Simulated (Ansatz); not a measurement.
InSe:

```xyz
8
Lattice="4.0500 0.0000 0.0000 -2.0250 3.5074 0.0000 0.0000 0.0000 16.9300" Properties=species:S:1:pos:R:3 pbc="T T T"
In    2.0250    1.1691   14.2720
In    0.0000    2.3383    5.8070
In    2.0250    1.1691   11.1230
In    0.0000    2.3383    2.6580
Se    2.0250    1.1691    6.7381
Se    0.0000    2.3383   15.2031
Se    2.0250    1.1691    1.7269
Se    0.0000    2.3383   10.1919
```

| Quantity | Value |
| --- | --- |
| Program | Ansatz 0.2.0 |
| Task | relaxation of cell and atoms |
| Functional | PBEsol |
| Dispersion | D4 |
| Potentials or basis | Ansatz PAW |
| Cutoff | 420 eV (not typed: the program's choice for these potentials) |
| k mesh | 8 × 8 × 2 |
| Occupations | fermi-dirac, width 0.05 eV |
| Spin | no spin polarisation |

At the start: volume 30.06 Å³/atom.

Where does the relaxation end?

It ends after 8 steps and the volume is 28.20 Å³/atom (-6.2 %); space group P6_3/mmc (No. 194, to 0.05 Å).

Step by step:
```tsv
step	energy change (eV)	largest force (eV/Å)	volume (Å³)
1	0.0000	2.7300	240.49
2	-1.5792	0.2615	240.29
3	-1.6938	0.2506	224.34
4	-1.7181	0.0228	227.10
5	-1.7193	0.0266	225.18
6	-1.7195	0.0234	225.57
7	-1.7195	0.0006	225.57
8	-1.7170	0.0006	225.57
```

Final structure:
```
In Se
1.0
     3.97415    0.00000    0.00000
    -1.98707    3.44171    0.00000
     0.00000    0.00000   16.49167
In Se
4 4
Direct
  0.66667 0.33333 0.83368
  0.33333 0.66667 0.33368
  0.66667 0.33333 0.66632
  0.33333 0.66667 0.16632
  0.66667 0.33333 0.41176
  0.33333 0.66667 0.91176
  0.66667 0.33333 0.08824
  0.33333 0.66667 0.58824
```

Caveat: the plane-wave basis is chosen anew once the cell has moved, so the energies of steps on either side of that aren't comparable; the PAW data sets come from PBE, with cores solved anew for the run's functional, which leaves a small shift of forces and pressure.
